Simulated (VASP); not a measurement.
**MoS2 in VASP: one cell, several levels of theory**

What does VASP give for MoS2 (CdI2 type), the cell held fixed? Runs: PBE, r2SCAN, LDA, PBEsol. The results are then set beside those of Ansatz 0.2.0 for the same cell. This is a trial cell built on a prototype, not taken from a measured structure, and it needn't be the compound's ground state.

Code: VASP 6.6.1. PAW datasets, plane waves. The calculation is spin-unpolarised, and the structure need not be a phase that has been made.

**1. The system as given**

The cell comes from an earlier relaxation with r2SCAN+rVV10 in another program.

It is trigonal, P-3m1 (No. 164); conventional cell a = 3.220 Å, c = 5.945 Å, 17.80 Å³ an atom. Mo has 6 S at 2.42 Å; S has 3 Mo at 2.42 Å.

As a file:

```xyz
3
Lattice="3.2202 0.0000 0.0000 -1.6101 2.7888 0.0000 0.0000 0.0000 5.9450" Properties=species:S:1:pos:R:3 pbc="T T T"
Mo    0.0000    0.0000    0.0000
S     0.0000    1.8592    1.5459
S     1.6101    0.9296    4.3991
```

**2. PBE at this geometry**

Contents of INCAR:

```
ENCUT = 520.000000
SIGMA = 0.020000
EDIFF = 1.00e-07
GGA = PE
PREC = Accurate
IBRION = -1
ISIF = 2
ISMEAR = -1
NBANDS = 20
NELM = 120
NSW = 0
LASPH = .TRUE.
LCHARG = .FALSE.
LWAVE = .FALSE.
LREAL = .FALSE.
```

Contents of KPOINTS:

```
KPOINTS created by Atomic Simulation Environment
0
Gamma
12 12 4
0 0 0
```

Contents of KPOINTS_OPT:

```
special points
7
Reciprocal
0.0000000000 0.0000000000 0.0000000000 1
0.5000000000 0.0000000000 0.0000000000 1
0.3333333333 0.3333333333 0.0000000000 1
0.0000000000 0.0000000000 0.5000000000 1
0.5000000000 0.0000000000 0.5000000000 1
0.3333333333 0.3333333333 0.5000000000 1
0.3333333333 0.3333333333 0.2000000000 1
```

Contents of POSCAR:

```
Mo S
 1.0000000000000000
     3.2202374464190364   -0.0000000000000000    0.0000000000000000
    -1.6101187232095182    2.7888074348168157   -0.0000000000000000
     0.0000000000000000   -0.0000000000000000    5.9450267968125630
 Mo  S
   1   2
Cartesian
 -0.0000000000000000  0.0000000000000000 -0.0000000000000000
 -0.0000000000000000  1.8592049565445441  1.5458917519004469
  1.6101187232095178  0.9296024782722720  4.3991350449121187
```

Potentials: the recommended PBE PAW datasets, 26 valence electrons in the neutral cell.

The run is started by

```sh
> mpirun -np 1 vasp_std
```

Standard output, without the iteration lines:

```text
POSCAR found type information on POSCAR MoS
 POSCAR found :  2 types and       3 ions
 LDA part: xc-table for (Slater+PW92), standard interpolation
 POSCAR, INCAR and KPOINTS ok, starting setup
 FFT: planning ... GRIDC
 FFT: planning ... GRID_SOFT
 FFT: planning ... GRID
 WAVECAR not read
 entering main loop
 Start KPOINTS_OPT (optional k-point list driver)
k-point batch [1-7\7]
```

OSZICAR:

```text
N       E                     dE             d eps       ncg     rms          rms(c)
DAV:   1     0.181576365852E+03    0.18158E+03   -0.13385E+04  2768   0.122E+03
DAV:   2    -0.151964796301E+02   -0.19677E+03   -0.19199E+03  3356   0.316E+02
DAV:   3    -0.225073599257E+02   -0.73109E+01   -0.72305E+01  3424   0.563E+01
DAV:   4    -0.225914096872E+02   -0.84050E-01   -0.83969E-01  3296   0.638E+00
DAV:   5    -0.225927400308E+02   -0.13303E-02   -0.13302E-02  3520   0.778E-01    0.229E+01
DAV:   6    -0.215394626570E+02    0.10533E+01   -0.15304E+01  2900   0.212E+01    0.956E+00
DAV:   7    -0.211161715702E+02    0.42329E+00   -0.64141E+00  2868   0.130E+01    0.601E+00
DAV:   8    -0.209765559260E+02    0.13962E+00   -0.78678E-01  3052   0.488E+00    0.189E+00
DAV:   9    -0.209788250016E+02   -0.22691E-02   -0.26598E-02  3196   0.103E+00    0.608E-01
DAV:  10    -0.209774289975E+02    0.13960E-02   -0.15706E-02  3048   0.753E-01    0.175E-01
DAV:  11    -0.209773343480E+02    0.94649E-04   -0.67231E-04  3160   0.175E-01    0.679E-02
DAV:  12    -0.209772748669E+02    0.59481E-04   -0.21700E-04  3144   0.862E-02    0.516E-02
DAV:  13    -0.209772909366E+02   -0.16070E-04   -0.44984E-05  2980   0.413E-02    0.134E-02
DAV:  14    -0.209772907900E+02    0.14659E-06   -0.29601E-06  3368   0.995E-03    0.837E-03
DAV:  15    -0.209772907413E+02    0.48634E-07   -0.35284E-07  3088   0.343E-03
   1 F= -.20977291E+02 E0= -.20976684E+02  d E =-.121298E-02
       N       E                     dE             ncg
DAV:   1     0.154096839420E+04   -0.56598E+04      280
DAV:   2     0.215083509849E+03   -0.13259E+04      332
DAV:   3     0.173657104424E+03   -0.41426E+02      356
DAV:   4     0.173206418536E+03   -0.45069E+00      332
DAV:   5     0.173198724995E+03   -0.76935E-02      344
DAV:   6     0.173198534243E+03   -0.19075E-03      340
DAV:   7     0.173198527314E+03   -0.69290E-05      344
DAV:   8     0.173198526997E+03   -0.31700E-06      284
DAV:   9     0.173198526983E+03   -0.14059E-07      220
```

The lines after F= are the extra pass for the points of KPOINTS_OPT, at fixed density; their E is not a total energy.

OUTCAR, selected sections:

```text
k-points           NKPTS =     69   k-points in BZ     NKDIM =     69   number of bands    NBANDS=     20

   NELECT =      26.0000    total number of electrons

   dimension x,y,z NGX =    24 NGY =   24 NGZ =   48
   dimension x,y,z NGXF=    48 NGYF=   48 NGZF=   96

  energy-cutoff  :      520.00
  volume of cell :       53.39
      direct lattice vectors                 reciprocal lattice vectors
     3.220237446  0.000000000  0.000000000     0.310536107  0.179288105  0.000000000
    -1.610118723  2.788807435  0.000000000     0.000000000  0.358576210  0.000000000
     0.000000000  0.000000000  5.945026797     0.000000000  0.000000000  0.168207820

 k-points in reciprocal lattice and weights: KPOINTS created by Atomic Simulation Env
   0.00000000  0.00000000  0.00000000       0.002
   0.08333333  0.00000000  0.00000000       0.010
   0.16666667  0.00000000  0.00000000       0.010
   0.25000000  0.00000000  0.00000000       0.010
   0.33333333  0.00000000  0.00000000       0.010
   0.41666667  0.00000000  0.00000000       0.010
   0.50000000  0.00000000  0.00000000       0.005
   0.08333333  0.08333333  0.00000000       0.010
[... 61 more k-points ...]

 E-fermi :   7.7598

 k-point     1 :       0.0000    0.0000    0.0000
  band No.  band energies     occupation
      1     -54.0417      2.00000
      2     -28.0814      2.00000
      3     -28.0426      2.00000
      4     -28.0426      2.00000
      5      -7.2549      2.00000
      6      -5.5682      2.00000
      7       0.7741      2.00000
      8       3.6948      2.00000
      9       3.6948      2.00000
     10       6.3393      2.00000
     11       6.5837      2.00000
     12       6.7944      2.00000
     13       6.7944      2.00000
     14       7.4358      2.00000
     15       7.4358      2.00000
     16      10.8123      0.00000
     17      10.8123      0.00000
     18      13.6898      0.00000
     19      14.3245      0.00000
     20      17.2204      0.00000

 k-point     2 :       0.0833    0.0000    0.0000
  band No.  band energies     occupation
      1     -54.0396      2.00000
      2     -28.0770      2.00000
      3     -28.0653      2.00000
      4     -28.0478      2.00000
      5      -7.1492      2.00000
      6      -5.5499      2.00000
      7       0.9114      2.00000
      8       3.4720      2.00000
      9       3.7546      2.00000
     10       6.0655      2.00000
     11       6.3873      2.00000
     12       6.4589      2.00000
     13       6.6236      2.00000
     14       7.6290      1.99711
     15       7.8142      0.12369
     16      10.5832      0.00000
     17      10.7881      0.00000
     18      14.2495      0.00000
     19      14.7232      0.00000
     20      16.9606      0.00000

 k-point     3 :       0.1667    0.0000    0.0000
  band No.  band energies     occupation
      1     -54.0337      2.00000
      2     -28.1270      2.00000
      3     -28.0647      2.00000
      4     -28.0620      2.00000
      5      -6.8466      2.00000
      6      -5.4987      2.00000
      7       1.2974      2.00000
      8       3.0456      2.00000
      9       3.8831      2.00000
     10       4.8236      2.00000
     11       5.8960      2.00000
     12       6.4143      2.00000
     13       6.5075      2.00000
     14       7.8445      0.02851
     15       8.2157      0.00000
     16      10.5033      0.00000
     17      10.8193      0.00000
     18      15.1649      0.00000
     19      15.5003      0.00000
     20      16.7652      0.00000

 k-point     4 :       0.2500    0.0000    0.0000
  band No.  band energies     occupation
      1     -54.0256      2.00000
      2     -28.2102      2.00000
      3     -28.0812      2.00000
      4     -28.0480      2.00000
      5      -6.3956      2.00000
      6      -5.4212      2.00000
      7       1.8154      2.00000
      8       2.7409      2.00000
      9       3.4903      2.00000
     10       3.9371      2.00000
     11       5.6576      2.00000
     12       5.7888      2.00000
     13       6.3617      2.00000
     14       8.1898      0.00000
     15       8.4032      0.00000
     16      10.9808      0.00000
     17      11.0070      0.00000
     18      15.2004      0.00000
     19      15.5003      0.00000
     20      16.5667      0.00000

 k-point     5 :       0.3333    0.0000    0.0000
  band No.  band energies     occupation
      1     -54.0175      2.00000
      2     -28.2923      2.00000
      3     -28.1004      2.00000
      4     -28.0313      2.00000
      5      -5.9052      2.00000
      6      -5.3058      2.00000
      7       1.9739      2.00000
      8       2.3163      2.00000
      9       3.0667      2.00000
     10       3.8390      2.00000
     11       4.9047      2.00000
     12       5.6939      2.00000
     13       6.2184      2.00000
     14       8.5079      0.00000
     15       8.6967      0.00000
     16      11.2514      0.00000
     17      11.5442      0.00000
     18      14.5014      0.00000
     19      14.8862      0.00000
     20      15.9886      0.00000

 k-point     6 :       0.4167    0.0000    0.0000
  band No.  band energies     occupation
      1     -54.0116      2.00000
      2     -28.3517      2.00000
      3     -28.1144      2.00000
      4     -28.0190      2.00000
      5      -5.5937      2.00000
      6      -5.0932      2.00000
      7       1.1758      2.00000
      8       2.4837      2.00000
      9       3.3022      2.00000
     10       3.7072      2.00000
     11       4.2964      2.00000
     12       5.8042      2.00000
     13       6.1118      2.00000
     14       8.6332      0.00000
     15       9.2182      0.00000
     16      11.4266      0.00000
     17      11.5847      0.00000
     18      13.8037      0.00000
     19      14.7558      0.00000
     20      15.8705      0.00000

[... the tables of k-points 7 to 69 left out ...]

  Total        0.4352092      0.4352092      1.2455686      0.0000000      0.0000000      0.0000000
  in kB       13.0601587     13.0601587     37.3781672      0.0000000      0.0000000      0.0000000
  external PRESSURE =      21.1661615 kB  Pullay stress =       0.0000000 kB

 POSITION                                       TOTAL-FORCE (eV/Angst)
 -----------------------------------------------------------------------------------
      0.00000      0.00000      0.00000        -0.000000      0.000000      0.000000
      0.00000      1.85920      1.54589        -0.000000     -0.000000      0.178163
      1.61012      0.92960      4.39914         0.000000      0.000000     -0.178163
 -----------------------------------------------------------------------------------
    total drift:                                0.000000      0.000000     -0.000000

  FREE ENERGIE OF THE ION-ELECTRON SYSTEM (eV)
  ---------------------------------------------------
  free  energy   TOTEN  =       -20.9772907413 eV

  energy  without entropy=      -20.9760777641  energy(sigma->0) =      -20.97668425
```

Hardware: 1 MPI rank of Intel Xeon 6975P-C, shared host.

The levels at the points of KPOINTS_OPT are read from vasprun.xml.

Near the gap, in eV above the top of the last filled band v; c is the band after it:

```tsv
point	v−1	v	c	c+1
Γ	-1.59	-1.59	-0.95	-0.95
M	-2.54	-2.32	0.31	1.08
K	-3.98	-0.01	0.30	0.30
A	-1.61	-1.11	-1.11	-0.52
L	-2.84	-2.21	0.31	1.10
H	-4.50	-0.41	-0.41	0.01
```

PBE: no gap; the band counted as the lowest empty one dips 1.11 eV below the top of the last filled one. The pressure is 2.12 GPa, and the largest force is 0.178 eV/Å, on atom 2 (S).

(Part 1 of 3 ends here.)
